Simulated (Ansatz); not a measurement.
# Preparing Al2O3 (R-3c) as a host crystal, part 2 of 2

Aim: the runs on the perfect crystal Al2O3 (R-3c) that a defect calculation needs first.

Ansatz 0.2.0; plane-wave PAW DFT, PBEsol; relaxation of the host's cell and atoms; PAW set soft_1 (the session's first sound run).

So far. Step 3 (Dielectric tensors of the host): The principal values of the electronic dielectric tensor are 3.26, 3.29 and 3.29. The principal values of the static dielectric tensor are 9.66, 9.66 and 11.75.

## 4. Defect free supercell relaxed in its symmetry

This cell, the one that will hold the defects, is built from the relaxed host. Its coarser k-points can move the atoms a little, so it is relaxed from the symmetric sites, as the reference for the test of stability.

This step: plane-wave PAW DFT, PBEsol; relaxation of the defect-free supercell in its symmetry; PAW set soft_1 (Ansatz 0.2.0).

System of this step: Al2O3 (R-3c). The cell holds 80 atoms: 32 Al and 48 O. Its edges and angles: a = 10.278 Å, b = 10.278 Å, c = 10.278 Å, α = 55.3°, β = 55.3°, γ = 55.3°.

Contents of pristine.symmetric/input.yaml:

```yaml
crystal:
  lattice:
    - [4.7733054486, 2.7558691857, 8.6752445018]
    - [-4.7733054486, 2.7558691857, 8.6752445018]
    - [0.0, -5.5117383714, 8.6752445018]
  atoms:
    - { symbol: Al, position: [0.3239765995, 0.3239765995, 0.3239765995] }
    - { symbol: Al, position: [0.4260234005, 0.4260234005, 0.4260234005] }
    - { symbol: Al, position: [0.0739765995, 0.0739765995, 0.0739765995] }
    - { symbol: Al, position: [0.1760234005, 0.1760234005, 0.1760234005] }
    - { symbol: O, position: [0.2220841464, 0.0279158536, 0.375] }
    - { symbol: O, position: [0.4720841464, 0.125, 0.2779158536] }
    - { symbol: O, position: [0.0279158536, 0.375, 0.2220841464] }
    - { symbol: O, position: [0.375, 0.2220841464, 0.0279158536] }
    - { symbol: O, position: [0.125, 0.2779158536, 0.4720841464] }
    - { symbol: O, position: [0.2779158536, 0.4720841464, 0.125] }
    - { symbol: Al, position: [0.3239765995, 0.3239765995, 0.8239765995] }
    - { symbol: Al, position: [0.4260234005, 0.4260234005, 0.9260234005] }
    - { symbol: Al, position: [0.0739765995, 0.0739765995, 0.5739765995] }
    - { symbol: Al, position: [0.1760234005, 0.1760234005, 0.6760234005] }
    - { symbol: O, position: [0.2220841464, 0.0279158536, 0.875] }
    - { symbol: O, position: [0.4720841464, 0.125, 0.7779158536] }
    - { symbol: O, position: [0.0279158536, 0.375, 0.7220841464] }
    - { symbol: O, position: [0.375, 0.2220841464, 0.5279158536] }
    - { symbol: O, position: [0.125, 0.2779158536, 0.9720841464] }
    - { symbol: O, position: [0.2779158536, 0.4720841464, 0.625] }
    - { symbol: Al, position: [0.3239765995, 0.8239765995, 0.3239765995] }
    - { symbol: Al, position: [0.4260234005, 0.9260234005, 0.4260234005] }
    - { symbol: Al, position: [0.0739765995, 0.5739765995, 0.0739765995] }
    - { symbol: Al, position: [0.1760234005, 0.6760234005, 0.1760234005] }
    - { symbol: O, position: [0.2220841464, 0.5279158536, 0.375] }
    - { symbol: O, position: [0.4720841464, 0.625, 0.2779158536] }
    - { symbol: O, position: [0.0279158536, 0.875, 0.2220841464] }
    - { symbol: O, position: [0.375, 0.7220841464, 0.0279158536] }
    - { symbol: O, position: [0.125, 0.7779158536, 0.4720841464] }
    - { symbol: O, position: [0.2779158536, 0.9720841464, 0.125] }
    - { symbol: Al, position: [0.3239765995, 0.8239765995, 0.8239765995] }
    - { symbol: Al, position: [0.4260234005, 0.9260234005, 0.9260234005] }
    - { symbol: Al, position: [0.0739765995, 0.5739765995, 0.5739765995] }
    - { symbol: Al, position: [0.1760234005, 0.6760234005, 0.6760234005] }
    - { symbol: O, position: [0.2220841464, 0.5279158536, 0.875] }
    - { symbol: O, position: [0.4720841464, 0.625, 0.7779158536] }
    - { symbol: O, position: [0.0279158536, 0.875, 0.7220841464] }
    - { symbol: O, position: [0.375, 0.7220841464, 0.5279158536] }
    - { symbol: O, position: [0.125, 0.7779158536, 0.9720841464] }
    - { symbol: O, position: [0.2779158536, 0.9720841464, 0.625] }
    - { symbol: Al, position: [0.8239765995, 0.3239765995, 0.3239765995] }
    - { symbol: Al, position: [0.9260234005, 0.4260234005, 0.4260234005] }
    - { symbol: Al, position: [0.5739765995, 0.0739765995, 0.0739765995] }
    - { symbol: Al, position: [0.6760234005, 0.1760234005, 0.1760234005] }
    - { symbol: O, position: [0.7220841464, 0.0279158536, 0.375] }
    - { symbol: O, position: [0.9720841464, 0.125, 0.2779158536] }
    - { symbol: O, position: [0.5279158536, 0.375, 0.2220841464] }
    - { symbol: O, position: [0.875, 0.2220841464, 0.0279158536] }
    - { symbol: O, position: [0.625, 0.2779158536, 0.4720841464] }
    - { symbol: O, position: [0.7779158536, 0.4720841464, 0.125] }
    - { symbol: Al, position: [0.8239765995, 0.3239765995, 0.8239765995] }
    - { symbol: Al, position: [0.9260234005, 0.4260234005, 0.9260234005] }
    - { symbol: Al, position: [0.5739765995, 0.0739765995, 0.5739765995] }
    - { symbol: Al, position: [0.6760234005, 0.1760234005, 0.6760234005] }
    - { symbol: O, position: [0.7220841464, 0.0279158536, 0.875] }
    - { symbol: O, position: [0.9720841464, 0.125, 0.7779158536] }
    - { symbol: O, position: [0.5279158536, 0.375, 0.7220841464] }
    - { symbol: O, position: [0.875, 0.2220841464, 0.5279158536] }
    - { symbol: O, position: [0.625, 0.2779158536, 0.9720841464] }
    - { symbol: O, position: [0.7779158536, 0.4720841464, 0.625] }
    - { symbol: Al, position: [0.8239765995, 0.8239765995, 0.3239765995] }
    - { symbol: Al, position: [0.9260234005, 0.9260234005, 0.4260234005] }
    - { symbol: Al, position: [0.5739765995, 0.5739765995, 0.0739765995] }
    - { symbol: Al, position: [0.6760234005, 0.6760234005, 0.1760234005] }
    - { symbol: O, position: [0.7220841464, 0.5279158536, 0.375] }
    - { symbol: O, position: [0.9720841464, 0.625, 0.2779158536] }
    - { symbol: O, position: [0.5279158536, 0.875, 0.2220841464] }
    - { symbol: O, position: [0.875, 0.7220841464, 0.0279158536] }
    - { symbol: O, position: [0.625, 0.7779158536, 0.4720841464] }
    - { symbol: O, position: [0.7779158536, 0.9720841464, 0.125] }
    - { symbol: Al, position: [0.8239765995, 0.8239765995, 0.8239765995] }
    - { symbol: Al, position: [0.9260234005, 0.9260234005, 0.9260234005] }
    - { symbol: Al, position: [0.5739765995, 0.5739765995, 0.5739765995] }
    - { symbol: Al, position: [0.6760234005, 0.6760234005, 0.6760234005] }
    - { symbol: O, position: [0.7220841464, 0.5279158536, 0.875] }
    - { symbol: O, position: [0.9720841464, 0.625, 0.7779158536] }
    - { symbol: O, position: [0.5279158536, 0.875, 0.7220841464] }
    - { symbol: O, position: [0.875, 0.7220841464, 0.5279158536] }
    - { symbol: O, position: [0.625, 0.7779158536, 0.9720841464] }
    - { symbol: O, position: [0.7779158536, 0.9720841464, 0.625] }
basis:
  ecutwfc: 420
  xc_grid: 2
hamiltonian:
  xc: pbesol
  pseudopotentials: { kind: paw, azcp: { folder: soft_1 }, xc_functional: pbe }
kpoints:
  mp_grid: { grid: [1, 1, 1] }
scf:
  occupations: { method: fermi_dirac, width: 0.01 }
  max_iter: 100
  lower_state_search: "off"
output:
  forces: true
relax:
  f_tol: 0.015
  max_steps: 60
  escape_saddle: false
checkpoint:
  write: "../pristine.symmetric.run"
  compress: false
  write_wavefunctions: false
  write_every: 100000
```

Launch:

```console
$ ansatz run input.yaml --threads 32 --pin off --max-ram 84787MiB --backend cuda --events-out ev --progress --plain --runs-dir out --max-vram 78GiB
```

Numbers of over 12 decimals in the logs are rounded to 6 here.

The program printed:

```text
[...]
device memory: the entry about to start is reckoned to put 3.0 GiB on a device that reports 161.8 GiB free (of which the cap on the GPU budget leaves the run 78.0 GiB)
GPU FFT provider: cuFFT
GPU libraries: cuBLAS 13.8.1, cuFFT 12.4.0, cuSOLVER 12.3.2
GPU matrix products: emulated (plane waves: as basis.precision tells), large ones in fixed point in workspaces of 1.00 GiB
Crystal: 80 atoms, lattice volume = 684.717 Å³
Basis set: ecut = 420 eV, 13355 PW (Γ), exchange–correlation on 144×144×144 points (8 copies of the dense FFT grid, shifted against one another)
Bands: 272, of which v1, the nominal top of the filled ones, is band 192 counted from 1 (191 counted from 0)
Symmetry: 96 space group operations
[...]
k-points: 1
[...]
GPU buffer pool allocated for 373248 grid points (all kernels)
GPU transforms: local potential and band sums: pruned to the plane-wave sphere, on 72×72×72
[...]
SCF iter   1: F=—  HF=-43856.643809 eV  |Δ(HF+E_count)|=         —  Δρ=1.18e-1  dr2=9.08e1  Hψ=1155
[...]
SCF iter   7: F=-43830.696223 eV  HF=-43830.696223 eV  |Δ(HF+E_count)|=   7.15e-6  Δρ=4.47e-6  dr2=9.71e-8  Hψ=699
SCF 1 converged in 7 iterations: F = -43830.696223 eV  dr2 = 9.71e-8
[...]
relax step   1: F+E_penalty+E_count = -43830.69622342 eV  Δ(F+E_penalty+E_count) = +0.000e0 eV  max|allowed force component| = 3.414e-2 eV/Å  Δτ_max = 0.0000 Å  (7 SCF iters, dr2 threshold 5.63e-6 eV, accepted)
[...]
relax step   2: F+E_penalty+E_count = -43830.69707953 eV  Δ(F+E_penalty+E_count) = -8.561e-4 eV  max|allowed force component| = 1.643e-2 eV/Å  Δτ_max = 0.0009 Å  (4 SCF iters, accepted)
SCF iter   1: F=—  HF=-43830.695794 eV  |Δ(HF+E_count)|=         —  Δρ=9.68e-5  dr2=7.68e-5  Hψ=515
[...]
SCF iter   4: F=-43830.697384 eV  HF=-43830.697384 eV  |Δ(HF+E_count)|=   2.25e-8  Δρ=2.32e-6  dr2=2.19e-8  Hψ=661
SCF 3 converged in 4 iterations: F = -43830.697384 eV  dr2 = 2.19e-8
relax step   3: F+E_penalty+E_count = -43830.69738379 eV  Δ(F+E_penalty+E_count) = -3.043e-4 eV  max|allowed force component| = 1.061e-2 eV/Å  Δτ_max = 0.0005 Å  (4 SCF iters, accepted)
SCF converged after 4 iterations
Free energy (F): -43830.697384 eV
[...]
Internal energy: -43830.697384 eV  (E = F + TS)
E sigma→0 (E₀):  -43830.697384 eV
Fermi energy:    10.533466 eV
[...]
--- Forces (eV/Å), atoms counted from 1 ---
  atom   1  Al    -0.00000000     0.00000000    -0.01060813
  atom   2  Al     0.00000000     0.00000000     0.01060813
  atom   3  Al    -0.00000000     0.00000000    -0.01060813
  atom   4  Al     0.00000000    -0.00000000     0.01060813
  atom   5  O     -0.00341054    -0.00000000    -0.00000000
  atom   6  O     -0.00170527    -0.00295361    -0.00000000
  [... 74 more lines of this table ...]
  max |Σ_I F_I| component: 4.34e-17 eV/Å
--- Relaxed structure (3 steps of the walk, 3 accepted, 0 SCFs on fresh bases) ---
  F+E_penalty+E_count = -43830.69738379 eV   max|allowed force component| = 1.061e-2 eV/Å
  atoms:
    - { symbol: Al, position: [0.323984, 0.323984, 0.323984] }
    - { symbol: Al, position: [0.426016, 0.426016, 0.426016] }
    - { symbol: Al, position: [0.073984, 0.073984, 0.073984] }
    - { symbol: Al, position: [0.176016, 0.176016, 0.176016] }
    - { symbol: O, position: [0.221941, 0.028059, 0.375000] }
    - { symbol: O, position: [0.471941, 0.125000, 0.278059] }
  [... 74 more lines of this table ...]
```

It took 2.4 s on 1 × NVIDIA GB200 with 32 threads of Arm Neoverse V2, shared host; peak memory 0.97 GiB; 6.7 s of CPU time.

Hardly anything moved in the relaxation; the energy changed by under 0.2 meV an atom.

## 5. Defect free supercell relaxed from displaced atoms

This step: plane-wave PAW DFT, PBEsol; relaxation of the defect-free supercell from random displacements, a test of the host's stability; PAW set soft_1 (Ansatz 0.2.0).

pristine.rattled/input.yaml, as its differences from pristine.symmetric/input.yaml of step 4:

```diff
@@ -102,6 +102,6 @@
   f_tol: 0.015
-  max_steps: 60
-  escape_saddle: false
+  max_steps: 120
+  random_displacement: { amplitude: 0.06, seed: 3229 }
 checkpoint:
-  write: "../pristine.symmetric.run"
+  write: "../pristine.rattled.run"
   compress: false
```

The program printed:

```text
[...]
Crystal: 80 atoms, lattice volume = 684.717 Å³
Basis set: ecut = 420 eV, 13355 PW (Γ), exchange–correlation on 144×144×144 points (8 copies of the dense FFT grid, shifted against one another)
Bands: 272, of which v1, the nominal top of the filled ones, is band 192 counted from 1 (191 counted from 0)
Symmetry: 1 space group operations
k-points: 1
[...]
SCF iter   1: F=—  HF=-43854.307927 eV  |Δ(HF+E_count)|=         —  Δρ=1.19e-1  dr2=9.24e1  Hψ=1156
[...]
SCF iter   2: F=—  HF=-43829.408288 eV  |Δ(HF+E_count)|=    2.49e1  Δρ=4.18e-2  dr2=6.04e0  Hψ=518
[...]
SCF iter   9: F=-43827.823082 eV  HF=-43827.823082 eV  |Δ(HF+E_count)|=   1.89e-6  Δρ=4.72e-6  dr2=8.38e-8  Hψ=761
SCF 1 converged in 9 iterations: F = -43827.823082 eV  dr2 = 8.38e-8
[...]
relax step   1: F+E_penalty+E_count = -43827.82308193 eV  Δ(F+E_penalty+E_count) = +0.000e0 eV  max|allowed force component| = 2.206e0 eV/Å  Δτ_max = 0.0000 Å  (9 SCF iters, dr2 threshold 5.63e-6 eV, accepted)
[...]
relax step   2: F+E_penalty+E_count = -43829.75529582 eV  Δ(F+E_penalty+E_count) = -1.932e0 eV  max|allowed force component| = 1.261e0 eV/Å  Δτ_max = 0.0567 Å  (5 SCF iters, dr2 threshold 1.00e-4 eV, accepted)
relax step   3: F+E_penalty+E_count = -43830.69719491 eV  Δ(F+E_penalty+E_count) = -9.419e-1 eV  max|allowed force component| = 1.998e-2 eV/Å  Δτ_max = 0.0620 Å  (5 SCF iters, dr2 threshold 9.94e-5 eV, accepted)
relax step   4: F+E_penalty+E_count = -43830.69720569 eV  Δ(F+E_penalty+E_count) = -1.079e-5 eV  max|allowed force component| = 1.966e-2 eV/Å  Δτ_max = 0.0000 Å  (4 SCF iters, accepted)
[...]
SCF iter   1: F=—  HF=-43830.695847 eV  |Δ(HF+E_count)|=         —  Δρ=1.59e-4  dr2=1.41e-4  Hψ=516
[...]
SCF iter   5: F=-43830.697492 eV  HF=-43830.697492 eV  |Δ(HF+E_count)|=   5.32e-9  Δρ=1.23e-6  dr2=7.76e-9  Hψ=681
SCF 5 converged in 5 iterations: F = -43830.697492 eV  dr2 = 7.76e-9
[...]
relax step   5: F+E_penalty+E_count = -43830.69749219 eV  Δ(F+E_penalty+E_count) = -2.865e-4 eV  max|allowed force component| = 4.170e-4 eV/Å  Δτ_max = 0.0024 Å  (5 SCF iters, accepted)
SCF converged after 5 iterations
Free energy (F): -43830.697492 eV
[...]
Internal energy: -43830.697492 eV  (E = F + TS)
E sigma→0 (E₀):  -43830.697492 eV
Fermi energy:    10.533697 eV
[...]
--- Forces (eV/Å), atoms counted from 1 ---
  atom   1  Al     0.00013939    -0.00016330     0.00006251
  atom   2  Al    -0.00011815     0.00006262     0.00001961
  atom   3  Al     0.00018874     0.00004526     0.00033313
  atom   4  Al    -0.00001279     0.00007478     0.00036525
  atom   5  O     -0.00004791    -0.00001205     0.00001686
  atom   6  O      0.00011719     0.00000210    -0.00018901
  [... 74 more lines of this table ...]
  max |Σ_I F_I| component: 1.97e-5 eV/Å
--- Relaxed structure (5 steps of the walk, 5 accepted, 0 SCFs on fresh bases) ---
  F+E_penalty+E_count = -43830.69749219 eV   max|allowed force component| = 4.170e-4 eV/Å
  atoms:
    - { symbol: Al, position: [0.324696, 0.323873, 0.323289] }
    - { symbol: Al, position: [0.426777, 0.425948, 0.425367] }
    - { symbol: Al, position: [0.074692, 0.073872, 0.073287] }
    - { symbol: Al, position: [0.176773, 0.175944, 0.175367] }
    - { symbol: O, position: [0.222666, 0.027978, 0.374329] }
    - { symbol: O, position: [0.472666, 0.124913, 0.277396] }
  [... 74 more lines of this table ...]
```

It took 3.5 s on 1 × NVIDIA GB200 with 32 threads; peak memory 0.95 GiB.

The steps of the relaxation:

| step | energy less that of the first step (eV) | largest force component (eV/Å) |
| --- | --- | --- |
| 1 | 0.0000 | 2.2061 |
| 2 | -1.9322 | 1.2610 |
| 3 | -2.8741 | 0.0200 |
| 4 | -2.8741 | 0.0197 |
| 5 | -2.8744 | 0.0004 |

The relaxation ends 36 meV an atom lower than the displaced start, with a largest force component of 4.2e-4 eV/Å.

## 6. Host on a dense mesh

This step: plane-wave PAW DFT, PBEsol; single point of the defect-free host, a test of the k-point sampling; PAW set soft_1 (Ansatz 0.2.0).

System of this step: Al2O3 (R-3c). Symmetry: R-3c, No. 167, trigonal system. The conventional cell has a = 4.773 Å, b = 4.773 Å, c = 13.013 Å, α = 90.00°, β = 90.00°, γ = 120.00°. Nearest to Al lie 6 O at 1.86 to 1.97 Å. Nearest to O lie 4 Al at 1.86 to 1.97 Å. Farther neighbours and most contacts between anions are not listed.

Contents of dense/input.yaml:

```yaml
crystal:
  lattice:
    - [2.3866527243, 1.3779345928, 4.3376222509]
    - [-2.3866527243, 1.3779345928, 4.3376222509]
    - [0.0, -2.7558691857, 4.3376222509]
  atoms:
    - { symbol: Al, position: [0.647953199, 0.647953199, 0.647953199] }
    - { symbol: Al, position: [0.852046801, 0.852046801, 0.852046801] }
    - { symbol: Al, position: [0.147953199, 0.147953199, 0.147953199] }
    - { symbol: Al, position: [0.352046801, 0.352046801, 0.352046801] }
    - { symbol: O, position: [0.4441682928, 0.0558317072, 0.75] }
    - { symbol: O, position: [0.9441682928, 0.25, 0.5558317072] }
    - { symbol: O, position: [0.0558317072, 0.75, 0.4441682928] }
    - { symbol: O, position: [0.75, 0.4441682928, 0.0558317072] }
    - { symbol: O, position: [0.25, 0.5558317072, 0.9441682928] }
    - { symbol: O, position: [0.5558317072, 0.9441682928, 0.25] }
basis:
  ecutwfc: 420
  xc_grid: 2
hamiltonian:
  xc: pbesol
  pseudopotentials: { kind: paw, azcp: { folder: soft_1 }, xc_functional: pbe }
kpoints:
  mp_grid: { grid: [7, 7, 7] }
scf:
  occupations: { method: fermi_dirac, width: 0.01 }
  max_iter: 100
  lower_state_search: "off"
checkpoint:
  write: "../dense.run"
  compress: false
  write_wavefunctions: false
  write_every: 100000
```

The program printed:

```text
[...]
GPU FFT provider: cuFFT
GPU libraries: cuBLAS 13.8.1, cuFFT 12.4.0, cuSOLVER 12.3.2
[...]
Crystal: 10 atoms, lattice volume = 85.590 Å³
Basis set: ecut = 420 eV, 1653 PW (Γ), exchange–correlation on 72×72×72 points (8 copies of the dense FFT grid, shifted against one another)
Bands: 34, of which v1, the nominal top of the filled ones, is band 24 counted from 1 (23 counted from 0)
Symmetry: 12 space group operations
[...]
k-points: 44 of 343
[...]
GPU buffer pool allocated for 46656 grid points (all kernels)
[...]
SCF iter   1: F=—  HF=-5482.115043 eV  |Δ(HF+E_count)|=         —  Δρ=1.18e-1  dr2=1.13e1  Hψ=7608
[...]
SCF iter   7: F=-5478.895609 eV  HF=-5478.895609 eV  |Δ(HF+E_count)|=   7.88e-7  Δρ=4.51e-6  dr2=1.26e-8  Hψ=3358
SCF 1 converged in 7 iterations: F = -5478.895609 eV  dr2 = 1.26e-8
[...]
SCF converged after 7 iterations
Free energy (F): -5478.895609 eV
[...]
Internal energy: -5478.895609 eV  (E = F + TS)
E sigma→0 (E₀):  -5478.895609 eV
Fermi energy:    10.526877 eV
[...]
```

Elapsed: 1.4 s, on 1 × NVIDIA GB200 with 32 threads; peak memory 0.95 GiB.

## 7. Defect free supercell at the zone centre

The supercell is run at the zone centre, to see how far that sampling misses the dense mesh.

System of this step: Al2O3 (R-3c). The cell holds 80 atoms: 32 Al and 48 O. Its edges and angles: a = 10.278 Å, b = 10.278 Å, c = 10.278 Å, α = 55.3°, β = 55.3°, γ = 55.3°.

pristine.sampling_gamma/input.yaml, as its differences from pristine.rattled/input.yaml of step 5:

```diff
@@ -98,10 +98,4 @@
   lower_state_search: "off"
-output:
-  forces: true
-relax:
-  f_tol: 0.015
-  max_steps: 120
-  random_displacement: { amplitude: 0.06, seed: 3229 }
 checkpoint:
-  write: "../pristine.rattled.run"
+  write: "../pristine.sampling_gamma.run"
   compress: false
```

The program printed:

```text
[...]
GPU FFT provider: cuFFT
GPU libraries: cuBLAS 13.8.1, cuFFT 12.4.0, cuSOLVER 12.3.2
[...]
Crystal: 80 atoms, lattice volume = 684.717 Å³
Basis set: ecut = 420 eV, 13355 PW (Γ), exchange–correlation on 144×144×144 points (8 copies of the dense FFT grid, shifted against one another)
Bands: 272, of which v1, the nominal top of the filled ones, is band 192 counted from 1 (191 counted from 0)
Symmetry: 96 space group operations
[...]
k-points: 1
[...]
GPU buffer pool allocated for 373248 grid points (all kernels)
[...]
SCF iter   1: F=—  HF=-43856.643812 eV  |Δ(HF+E_count)|=         —  Δρ=1.18e-1  dr2=9.08e1  Hψ=1155
[...]
SCF iter   8: F=-43830.696223 eV  HF=-43830.696223 eV  |Δ(HF+E_count)|=   3.50e-8  Δρ=5.10e-7  dr2=1.28e-9  Hψ=494
SCF 1 converged in 8 iterations: F = -43830.696223 eV  dr2 = 1.28e-9
[...]
SCF converged after 8 iterations
Free energy (F): -43830.696223 eV
[...]
Internal energy: -43830.696223 eV  (E = F + TS)
E sigma→0 (E₀):  -43830.696223 eV
Fermi energy:    10.530725 eV
[...]
```

Elapsed: 1.5 s, on 1 × NVIDIA GB200 with 32 threads; peak memory 1 GiB.

## 8. Summary of results

- primitive cell vectors, lengths: 5.139, 5.139, 5.139 Å
- electronic dielectric constant: principal values (3.26, 3.29, 3.29)
- static dielectric constant: principal values (9.66, 9.66, 11.75)
- gap on the k-mesh of the response run (PBEsol): 6.04 eV
- supercell relaxed in its symmetry less the displaced and relaxed one: 0.000 eV
- energy an atom at the zone centre alone less that on the dense mesh: 0.006 eV

In words: Step 5: The energy fell by 2.874 eV from the randomly displaced start; the atoms end within 0.005 Å of the sites as typed, once the mean shift is taken out. The displaced cell ends within 0.01 eV of the symmetric one relaxed in its symmetry, so no lower structure shows in this supercell. The k-mesh can miss the band edges, so this gap is an upper bound at this level. All at zero temperature.

[Logs are printed without paths, hosts, clocks, repeated set-up lines and the standing remarks that a program may print on its own settings, such as how far it seeks lower states.]

[Hosts, paths, dates, database ids (printed as entryN), source tags and the programs' standing remarks are cut or masked in the printed files.]

[Runs of the host that timed out are not shown.]

[For some hosts the program warned that the k-mesh of the response run may be too coarse for force constants and the static dielectric constant; such warnings are not always shown.]
